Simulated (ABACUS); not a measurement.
# CoO (Fm-3m) in ABACUS: notebook

One crystal, CoO, is run at these levels: PBE; tasks: single point, relaxation of cell and atoms.

Program: ABACUS 3.10.1. These are calculated values, not measurements. Logs are shortened: lines on timing, memory, paths and dates and some standing lists are left out, and cuts for length are marked.

**1. The crystal as given**

The structure is cubic, space group Fm-3m (No. 225). The conventional cell has a = 4.263 Å, b = 4.263 Å, c = 4.263 Å, α = 90.00°, β = 90.00°, γ = 90.00°. Around Co (site symmetry m-3m) lie 6 O at 2.13 Å. Around O (site symmetry m-3m) lie 6 Co at 2.13 Å.

**2. Single point, PBE, collinear spin, ferromagnetic start**

The input, INPUT:

```
INPUT_PARAMETERS
suffix              CoO
calculation         scf
basis_type          lcao
pseudo_dir          ./
orbital_dir         ./
symmetry            1
dft_functional      pbe
ecutwfc             100
pseudo_rcut         10
nspin               2
nbands              23
ks_solver           genelpa
smearing_method     fd
smearing_sigma      0.00367493
scf_thr             1e-07
scf_nmax            100
mixing_type         broyden
mixing_beta         0.4
cal_force           1
cal_stress          1
out_mul             1
out_chg             1
```

The input, STRU:

```
ATOMIC_SPECIES
Co 58.9332 Co.upf
O 15.9990 O.upf

NUMERICAL_ORBITAL
Co_confined-atom_7au_3s2p2d1f.orb
O_confined-atom_6au_2s2p1d.orb

LATTICE_CONSTANT
1.8897261246

LATTICE_VECTORS
0.0000000000 2.1315000000 2.1315000000
2.1315000000 0.0000000000 2.1315000000
2.1315000000 2.1315000000 0.0000000000

ATOMIC_POSITIONS
Direct

Co
0.0
1
0.0000000000 0.0000000000 0.0000000000 1 1 1 mag 2

O
0.0
1
0.5000000000 0.5000000000 0.5000000000 1 1 1 mag 0
```

The input, KPT:

```
K_POINTS
0
Gamma
10 10 10 0 0 0
```

Potentials or basis: PseudoDojo NC SR 0.4.1 PBE standard, DZP LCAO (the cutoffs set its grid).

Run with:

```
$ OMP_NUM_THREADS=1 mpirun -np 4 abacus > log
```

running log:

```text
ABACUS v3.10.1

               Atomic-orbital Based Ab-initio Computation at UStc

 ------------------------------------------------------------------------------------

 READING GENERAL INFORMATION
                           global_out_dir = OUT.CoO/
                           global_in_card = INPUT
                               pseudo_dir = ./
                              orbital_dir = ./
                                    DSIZE = 4
                                    GSIZE = 1

 READING UNITCELL INFORMATION
                                    ntype = 2
                  lattice constant (Bohr) = 1.88973
              lattice constant (Angstrom) = 1

 READING ATOM TYPE 1
                               atom label = Co
                      L=0, number of zeta = 3
                      L=1, number of zeta = 2
                      L=2, number of zeta = 2
                      L=3, number of zeta = 1
             number of atom for this type = 1
               magnetization of element 1 = 2

 READING ATOM TYPE 2
                               atom label = O
                      L=0, number of zeta = 2
                      L=1, number of zeta = 2
                      L=2, number of zeta = 1
             number of atom for this type = 1
               magnetization of element 2 = 0

                        TOTAL ATOM NUMBER = 2
DIRECT COORDINATES
    atom                   x                   y                   z     mag                  vx                  vy                  vz
taud_Co1            0.0000000000        0.0000000000        0.0000000000  2.0000        0.0000000000        0.0000000000        0.0000000000
taud_O1            0.5000000000        0.5000000000        0.5000000000  0.0000        0.0000000000        0.0000000000        0.0000000000

                          Volume (Bohr^3) = 130.702
                             Volume (A^3) = 19.368

 Lattice vectors: (Cartesian coordinate: in unit of a_0)
                   +0             +2.1315             +2.1315
              +2.1315                  +0             +2.1315
              +2.1315             +2.1315                  +0
 Reciprocal vectors: (Cartesian coordinate: in unit of 2 pi/a_0)
            -0.234577           +0.234577           +0.234577
            +0.234577           -0.234577           +0.234577
            +0.234577           +0.234577           -0.234577
 The esolver type has been set to : ksdft_lcao

                PAO radial cut off (Bohr) = 10

 Read in pseudopotential file is Co.upf
                     pseudopotential type = NC
          exchange-correlation functional = PBE
                 nonlocal core correction = 1
                        valence electrons = 17
                                     lmax = 2
                           number of zeta = 4
                     number of projectors = 6
                           L of projector = 0
                           L of projector = 0
                           L of projector = 1
                           L of projector = 1
                           L of projector = 2
                           L of projector = 2
                PAO radial cut off (Bohr) = 10

 Read in pseudopotential file is O.upf
                     pseudopotential type = NC
          exchange-correlation functional = PBE
                 nonlocal core correction = 1
                        valence electrons = 6
                                     lmax = 2
                           number of zeta = 2
                     number of projectors = 5
                           L of projector = 0
                           L of projector = 0
                           L of projector = 1
                           L of projector = 1
                           L of projector = 2
     initial pseudo atomic orbital number = 14
 The readin total magnetization is 2

 SETUP THE ELECTRONS NUMBER
            electron number of element Co = 17
      total electron number of element Co = 17
             electron number of element O = 6
       total electron number of element O = 6
            AUTOSET number of electrons:  = 23
                           occupied bands = 12
                                   NLOCAL = 39
                                   NBANDS = 23
                                   NBANDS = 23
                                   NLOCAL = 39

%%%%%%%%%%%%%%%%%%%%%%%%%%%%%%%%%%%%%%%%%%%%%%%%%%%%%%%%%%%%%%%%%%%%%%%%%%%%%%%%%%%%%%%%%%%%%%%%%%%%%%%%%%
 Warning: the number of valence electrons in pseudopotential > 9 for Co: [Ar] 3d7 4s2
 Pseudopotentials with additional electrons can yield (more) accurate outcomes, but may be less efficient.
 If you're confident that your chosen pseudopotential is appropriate, you can safely ignore this warning.
%%%%%%%%%%%%%%%%%%%%%%%%%%%%%%%%%%%%%%%%%%%%%%%%%%%%%%%%%%%%%%%%%%%%%%%%%%%%%%%%%%%%%%%%%%%%%%%%%%%%%%%%%%

 SETUP THE PLANE WAVE BASIS
 energy cutoff for charge/potential (unit:Ry) = 400
[... 72 lines left out ...]
                     BRAVAIS LATTICE NAME = 02. Cubic I (body-centered)
                                    ibrav = 2
                       right hand lattice = 1
                        ROTATION MATRICES = 48
                               nkstot_ibz = 47
K-POINTS REDUCTION ACCORDING TO SYMMETRY
     IBZ    DIRECT_X    DIRECT_Y    DIRECT_Z  WEIGHT  ibz2bz
       1  0.00000000  0.00000000  0.00000000  0.0010       0
       2  0.10000000  0.10000000  0.10000000  0.0080       1
       3  0.20000000  0.20000000  0.20000000  0.0080       2
       4  0.30000000  0.30000000  0.30000000  0.0080       3
       5  0.40000000  0.40000000  0.40000000  0.0080       4
       6  0.50000000  0.50000000  0.50000000  0.0040       5
[... 22 lines left out ...]
      29  0.50000000  0.50000000  0.10000000  0.0240      45
      30 -0.20000000  0.40000000  0.40000000  0.0120      46
[... 17 further k points ...]

                               nkstot now = 47
[... K-POINTS DIRECT COORDINATES: 47 rows ...]

           k-point number in this process = 47
       minimum distributed K point number = 47
[... stars of the k points ...]
                             nks(nspin=2) = 94
                          nkstot(nspin=2) = 94

[... K-POINTS CARTESIAN COORDINATES: 94 rows ...]

[... K-POINTS DIRECT COORDINATES: 94 rows ...]

 SETUP PLANE WAVES FOR WAVE FUNCTIONS
     energy cutoff for wavefunc (unit:Ry) = 100
              fft grid for wave functions = [ 40, 40, 40 ]
                    number of plane waves = 2975
                         number of sticks = 271

 PARALLEL PW FOR WAVE FUNCTIONS
     PROC   COLUMNS(POT)             PW
        1             67            744
        2             67            744
        3             69            744
        4             68            743
 --------------- sum -------------------
        4            271           2975

 SET NONLOCAL PSEUDOPOTENTIAL PROJECTORS
 SET NONLOCAL PSEUDOPOTENTIAL PROJECTORS
 max number of nonlocal projetors among all species is 6

 -------------------------------------------
 SELF-CONSISTENT
 -------------------------------------------

 SETUP SEARCHING RADIUS FOR PROGRAM TO SEARCH ADJACENT ATOMS
                  longest orb rcut (Bohr) = 7
   longest nonlocal projector rcut (Bohr) = 1.7
                     search radius (Bohr) = 17.4
              searching radius is (Bohr)) = 17.4
         searching radius unit is (Bohr)) = 1.89
                         PeriodicBoundary = 1
                        Radius(unit:lat0) = 9.21
                                   glayer = [ 5, 5, 5 ]
                             glayer_minus = [ 4, 4, 4 ]

Find the coordinate range of the input atom(unit:lat0).
                                  min_tau = [ -17.1, -17.1, -17.1 ]
                                  max_tau = [ 19.2, 19.2, 19.2 ]
                                BoxNumber = [ 9, 9, 9 ]

 SETUP EXTENDED REAL SPACE GRID FOR GRID INTEGRATION
                          real space grid = [ 40, 40, 40 ]
                 big cell numbers in grid = [ 8, 8, 8 ]
             meshcell numbers in big cell = [ 5, 5, 5 ]
                        extended fft grid = [ 13, 13, 13 ]
                dimension of extened grid = [ 35, 35, 35 ]
                            UnitCellTotal = 125
              Atom number in sub-FFT-grid = 2
    Local orbitals number in sub-FFT-grid = 39
                                ParaV.nnr = 35548
                                 init_chg = atomic

 LCAO ALGORITHM --------------- ION=   1  ELEC=   1--------------------------------
          total magnetism (Bohr mag/cell) = 2.63232
       absolute magnetism (Bohr mag/cell) = 2.63234
                        nelec for spin up = 12.8162
                      nelec for spin down = 10.1838
[... 211 lines left out ...]
 Density error is 2.49808996869e-08
----------------------------------------------------------
     Energy           Rydberg                 eV
----------------------------------------------------------
 E_KohnSham     -339.0591411246      -4613.1362782804
 E_KS(sigma->0) -339.0579721127      -4613.1203730574
 E_Harris       -339.0591404954      -4613.1362697202
 E_band         -22.0976872530       -300.6544592632
 E_one_elec     -153.3773018629      -2086.8052492021
 E_Hartree      91.3595304614        1243.0101808797
 E_xc           -64.4761699778       -877.2432969140
 E_Ewald        -212.5628617215      -2892.0661025981
 E_entropy(-TS) -0.0023380238        -0.0318104460
 E_descf        0.0000000000         0.0000000000
 E_exx          0.0000000000         0.0000000000
 E_Fermi        1.0397889667         14.1470546650
----------------------------------------------------------

 charge density convergence is achieved
 final etot is -4613.1362783 eV
 EFERMI = 14.147054665 eV

 STATE ENERGY(eV) AND OCCUPATIONS    NSPIN == 2
SPIN UP :
 1/47 kpoint (Cartesian) = 0.0000 0.0000 0.0000 (559 pws)
       1       -82.6170     0.00100000
       2       -45.9708     0.00100000
       3       -45.9708     0.00100000
       4       -45.9708     0.00100000
       5       -6.07914     0.00100000
       6        10.7122     0.00100000
[... 140 lines left out ...]
      22        42.3520        0.00000
      23        42.3520        0.00000

[... levels at 88 further k points ...]

-------------------------------------------------
 Total Magnetism (uB)
-------------------------------------------------
                        Co1         2.6786868967
                         O1         0.3060541748
-------------------------------------------------

 correction force for each atom along direction 1 is -2.18216e-16
 correction force for each atom along direction 2 is -3.77395e-15
 correction force for each atom along direction 3 is 1.50917e-15
------------------------------------------------------------------------------------------
 TOTAL-FORCE (eV/Angstrom)
------------------------------------------------------------------------------------------
                       Co1         0.0000000000         0.0000000000         0.0000000000
                        O1         0.0000000000         0.0000000000         0.0000000000
------------------------------------------------------------------------------------------

----------------------------------------------------------------
 TOTAL-STRESS (KBAR)
----------------------------------------------------------------
       -12.2019817503         0.0000000000        -0.0000000000
         0.0000000000       -12.2019817503        -0.0000000000
         0.0000000000        -0.0000000000       -12.2019817503
----------------------------------------------------------------
 TOTAL-PRESSURE: -12.201982 KBAR

 --------------------------------------------
 !FINAL_ETOT_IS -4613.1362782803680602 eV
 --------------------------------------------
```

Wall time 13 s (4 MPI ranks of Intel Xeon 6975P-C (Granite Rapids), shared host); peak memory 0.44 GiB.

What came out:

| Property | Result |
| --- | --- |
| Free energy | -4613.1363 eV |
| Pressure | -1.2 GPa |
| Band gap on the k mesh | none (metal or under the smearing width) |
| Net moment | 2.98 μB per cell |
| Absolute moment | 3.00 μB per cell |
| Site moments | Co +2.68; O +0.31 μB |
| Mulliken charges | Co +0.47; O -0.47 e |

Levels at points of the mesh, in eV from the Fermi level:
Spin up:
| k point | band 10 | band 11 | band 12 | band 13 | band 14 | band 15 | band 16 | band 17 |
| --- | --- | --- | --- | --- | --- | --- | --- | --- |
| (0.00, 0.00, 0.00) | -3.22 | -3.22 | -3.22 | -3.22 | 1.04 | 18.16 | 18.16 | 18.16 |
| (0.50, 0.50, 0.50) | -2.51 | -1.95 | -0.04 | -0.04 | 5.00 | 9.23 | 13.36 | 13.36 |
| (0.50, 0.50, 0.00) | -3.09 | -2.59 | -2.23 | -2.23 | 5.80 | 9.77 | 11.57 | 15.67 |
Spin down:
```tsv
k point	band 6	band 7	band 8	band 9	band 10	band 11	band 12	band 13	band 14	band 15
(0.00, 0.00, 0.00)	-2.60	-2.60	-2.60	-1.09	-1.09	-1.09	0.00	0.00	1.62	18.40
(0.50, 0.50, 0.50)	-7.63	-4.65	-4.65	-0.11	-0.11	0.19	2.65	2.65	5.28	10.05
(0.50, 0.50, 0.00)	-6.43	-3.85	-3.85	-2.23	0.14	0.14	0.47	0.93	6.56	10.31
```

Caveat: the atomic orbitals were generated for these runs and aren't a published set; Mulliken charges move with the basis; the basis of atomic orbitals isn't converged, which shifts pressures, moduli and gaps; a cell with one magnetic atom can't hold antiferromagnetic order, which such compounds often take; semilocal functionals often make such compounds metallic where correlation or magnetic order opens a gap, which also shifts bond lengths. With open d or f shells a metallic result of PBE can be an artefact of self-interaction; +U or a hybrid may open a gap.

(Part 1 of 2 ends here.)
